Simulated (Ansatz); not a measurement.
MnO in Ansatz: the effect of functional

Crystal: MnO.

```xyz
2
Lattice="2.9713 -1.7170 0.0000 2.9713 1.7170 0.0000 -1.9846 0.0000 2.8103" Properties=species:S:1:pos:R:3 pbc="T T T"
Mn    1.9788    0.0000    1.4070
O     3.9609    0.0000    0.7007
```

The cell comes from a database or a generator and needn't be the stable form of this composition.

Alike in all runs:

| Property | Result |
| --- | --- |
| Program | Ansatz 0.2.0 |
| Task | band structure |
| Potentials or basis | Ansatz PAW |
| k mesh | 7 × 7 × 7 |
| Occupations | fermi-dirac, width 0.05 eV |
| Spin | collinear spin, ferromagnetic start |
| Starting moments | [4.0, 0.0] μB |

One run gave: pressure -1.2 GPa. Which functional did it use?
A. r2SCAN
B. PBEsol
C. revPBE
D. RPBE
E. BLYP

C.

```tsv
functional	cutoff	pressure (GPa)
PBEsol	420 eV (not typed: the program's choice for these potentials)	-8.4
RPBE	420 eV (not typed: the program's choice for these potentials)	-0.3
revPBE	420 eV (not typed: the program's choice for these potentials)	-1.2
BLYP	420 eV (not typed: the program's choice for these potentials)	-0.4
r2SCAN	500 eV (not typed: the program's choice for these potentials)	-6.3
```

Caveats: a cell with one magnetic atom can't hold antiferromagnetic order, which such compounds often take; the PAW data sets come from PBE, with cores solved anew for the run's functional, which leaves a small shift of forces and pressure; the magnetic or orbital state may not be the lowest (some runs).
